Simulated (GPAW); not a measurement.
Runs of GPAW 26.7.0 on KBr. Symmetry: Fm-3m, No. 225, cubic system. The conventional cell has a = 6.600 Å, b = 6.600 Å, c = 6.600 Å, α = 90.00°, β = 90.00°, γ = 90.00°. Br (site symmetry m-3m) is surrounded by 6 K at 3.30 Å. K (site symmetry m-3m) is surrounded by 6 Br at 3.30 Å. 

```csv
task,level,potentials or basis,spin,k mesh,cutoff (eV),hybrids on these orbitals,oneshot functional,band path,band points,spin axis theta (degrees),gap on the mesh (eV),pressure (GPa),V0 of scaled cells (Å³/atom),B0 (GPa)
one-shot levels of the hybrid HSE06,LDA,"the program's PAW data sets (release 1.2.1) made for this functional, pw",off,4 × 4 × 4,500,"["HSE06", "YS-PBE0", "EXX"]",HSE06,-,-,-,(c),-1.8,-,-
band structure,rSCAN,"GPAW PAW data sets (gpaw-data 1.2.1), pw","SOC, no magnetisation",6 × 6 × 6,600,-,-,"GXWKGLUWLK,UX",80,0,4.84,0.0,-,-
band structure,PBEsol,"PAW data sets generated in the run's folder for this functional, pw","SOC, no magnetisation",6 × 6 × 6,600,-,-,"GXWKGLUWLK,UX",100,90,(d),-0.3,-,-
equation of state,AM05+D4,"PAW data sets generated in the run's folder for this functional, pw",off,6 × 6 × 6,600,-,-,-,-,-,-,-,36.13,14
band structure,GLLB-SC,"the program's PAW data sets (release 1.2.1) made for this functional, pw",off,6 × 6 × 6,600,-,-,"GXWKGLUWLK,UX",60,-,(b),-,-,-
equation of state,PBE,"GPAW PAW data sets (gpaw-data 1.2.1), pw",off,6 × 6 × 6,600,-,-,-,-,-,-,-,37.67,(a)
```

Alike in all rows: cell as given; smearing fermi-dirac 0.05 eV.

Task: Fill in the values left out.

Result: (a) 13; (b) 8.49; (c) 4.04; (d) 4.12.

Caveats: spin-orbit coupling was added after a scalar SCF, so levels and gaps hold it while energy, forces, pressure and moments don't (some runs); this program's spin-orbit splittings come out too wide for heavy elements (some runs); the cutoff is short for stress and forces, so pressures can be off by a GPa or more (some runs); energy and the plain gap are those of the semilocal run (some runs); the hybrids' values are one shot on its orbitals and mesh (some runs); the PAW data sets were made with another functional, which shifts forces and pressure a little (some runs); the GLLB-SC gap is the Kohn-Sham gap of the path plus the derivative discontinuity (some runs).

A k mesh can miss the band edges, and rows without SOC leave out spin-orbit coupling on Br.
